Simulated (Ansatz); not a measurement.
Runs of Ansatz 0.2.0 on NaI. Symmetry: Fm-3m, No. 225, cubic system. Conventional cell: a = 6.473 Å, b = 6.473 Å, c = 6.473 Å, α = 90.00°, β = 90.00°, γ = 90.00°. Around I (site symmetry m-3m) lie 6 Na at 3.24 Å. Around Na (site symmetry m-3m) lie 6 I at 3.24 Å. 

```tsv
task	level	potentials or basis	k mesh	cutoff (eV)	basis error allowed	gap on the mesh (eV)	pressure (GPa)	V0 of scaled cells (Å³/atom)	B0 (GPa)
band structure	PBEsol	all-electron LAPW, scalar-relativistic	7 × 7 × 7	133	0.001 eV/atom	3.51	-0.5	-	-
single point	PBE	all-electron LAPW, scalar-relativistic	7 × 7 × 7	133	0.001 eV/atom	3.64	0.4	-	-
single point	PBE0	all-electron PAW datasets made for the crystal	6 × 6 × 6	290	-	(c)	-	-	-
equation of state	PBE	all-electron LAPW, scalar-relativistic	7 × 7 × 7	-	0.0005 eV/atom	-	-	(b)	15
single point	HSE06	all-electron PAW datasets made for the crystal	6 × 6 × 6	290	-	4.67	-	-	-
single point	PBE	all-electron PAW datasets made for the crystal	6 × 6 × 6	260	-	3.64	0.4	-	-
equation of state	PBEsol	all-electron LAPW, scalar-relativistic	7 × 7 × 7	-	0.001 eV/atom	-	-	32.83	17
band structure	LDA	all-electron LAPW, scalar-relativistic	7 × 7 × 7	133	0.001 eV/atom	3.33	(a)	-	-
```

Alike in all rows: no spin polarisation; cell as given; smearing fermi-dirac 0.05 eV.

Estimate the missing entries.

(a) -1.6; (b) 34.81; (c) 5.34.

Caveats: spin-orbit coupling is left out, which moves the levels of the heavy elements (some runs); an odd mesh through Γ misses points on the zone boundary, where band edges often lie (some runs).

A k mesh can miss the band edges, and the runs leave out spin-orbit coupling on I.

Not every run made on this cell is shown here.
